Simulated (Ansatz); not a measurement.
# Sn7O8: the cost of one run

Program: Ansatz 0.2.0. Level of theory: DFT PBEsol, scalar-relativistic, plane waves, PAW. These are calculated values, not measurements.

3 further runs of the same task are left out: 3 set aside as unsound or not needed. Runs told in other sessions of the task aren't counted.

### Step 1. Starting point

Symmetry: P4/nmm, No. 129, tetragonal system. The conventional cell has a = 3.806 Å, b = 3.806 Å, c = 4.752 Å, α = 90.00°, β = 90.00°, γ = 90.00°. Sn (site symmetry 4mm) is surrounded by 4 O at 2.22 Å. O (site symmetry -4m2) is surrounded by 4 Sn at 2.22 Å.

As a file:

```cif
data_structure
_symmetry_space_group_name_H-M 'P4/nmm:1'
_symmetry_Int_Tables_number 129
_cell_length_a 3.8057
_cell_length_b 3.8057
_cell_length_c 4.7524
_cell_angle_alpha 90.000
_cell_angle_beta 90.000
_cell_angle_gamma 90.000
_cell_volume 68.83
loop_
_atom_site_label
_atom_site_type_symbol
_atom_site_symmetry_multiplicity
_atom_site_Wyckoff_symbol
_atom_site_fract_x
_atom_site_fract_y
_atom_site_fract_z
_atom_site_occupancy
Sn1 Sn 2 c 0.50000 0.00000 0.74243 1
O1 O 2 b 0.00000 0.00000 0.50000 1
```

It goes back to an entry of the Materials Project, which need not be the stable form.

This cell was relaxed beforehand with the same method: volume 17.21 Å³/atom, gap on the mesh none (metal).

Its energy, with the smearing taken to zero, is -26042.8417 eV for the 8-atom cell on a 10×10×4 mesh; differences below count from it.

### Step 2. Cell: 1 of 8 Sn atoms taken out at random

From a supercell with 8 Sn sites, 1 are emptied at random; the cell stays neutral and all atoms are shaken by 0.02 Å.

The cell holds 7 Sn, 8 O: a = 5.382 Å, b = 5.382 Å, c = 9.505 Å, α = 90.00°, β = 90.00°, γ = 90.00°.

### Step 3. Relaxing on a coarse mesh

Cell and atoms move without symmetry, on a coarse mesh with loose thresholds.

Contents of input.yaml:

```yaml
crystal:
  lattice:
    - [0.0, 5.3820710141, 0.0]
    - [-5.3820710141, 0.0, 0.0]
    - [0.0, 0.0, 9.5047017746]
  atoms:
    - { symbol: Sn, position: [0.2555693319, 0.0032122929, 0.8707908323] }
    - { symbol: Sn, position: [0.745046951, 0.0005606813, 0.1274043556] }
    - { symbol: Sn, position: [0.2460037681, 0.4974559704, 0.1320610216] }
    - { symbol: Sn, position: [0.2487130969, 0.9993469104, 0.3677890707] }
    - { symbol: Sn, position: [0.7480898114, 0.495666269, 0.371787701] }
    - { symbol: Sn, position: [0.7450159143, 0.9966877225, 0.629265508] }
    - { symbol: Sn, position: [0.2422033927, 0.5080479832, 0.6283831787] }
    - { symbol: O, position: [0.4994039355, 0.2533363867, 0.2513869531] }
    - { symbol: O, position: [0.9963486634, 0.7526652343, 0.2513760987] }
    - { symbol: O, position: [0.4956462132, 0.7524352369, 0.7486608029] }
    - { symbol: O, position: [0.9990166891, 0.2509602352, 0.749188321] }
    - { symbol: O, position: [0.504393668, 0.2542533678, 0.7503587299] }
    - { symbol: O, position: [0.9975717039, 0.7485591123, 0.7514491721] }
    - { symbol: O, position: [0.492645983, 0.748302297, 0.2550612879] }
    - { symbol: O, position: [0.9966411817, 0.2442316199, 0.2515647928] }
  symmetry: { detect: false }
basis:
  ecutwfc: 420
kpoints:
  mp_grid: { grid: [3, 3, 2], shift: [0.0, 0.0, 0.5] }
hamiltonian:
  xc: pbesol
scf:
  occupations: { method: gaussian, width: 0.1 }
  lower_state_search: "off"
output:
  forces: true
  stress: true
  eigenvalues: true
relax:
  adjacent_minimum: "off"
  f_tol: 0.04
  max_steps: 50
  cell: { stress_tol: 0.3 }
```

Command:

```
ansatz run input.yaml --threads 4 --pin off --max-ram 9216MiB --backend cpu --events-out ev --progress --plain --runs-dir out
```

What time and memory should one allow on 4 threads of Intel Xeon 6975P-C (Granite Rapids), shared host?

About 31 s, with a peak of 0.87 GiB.
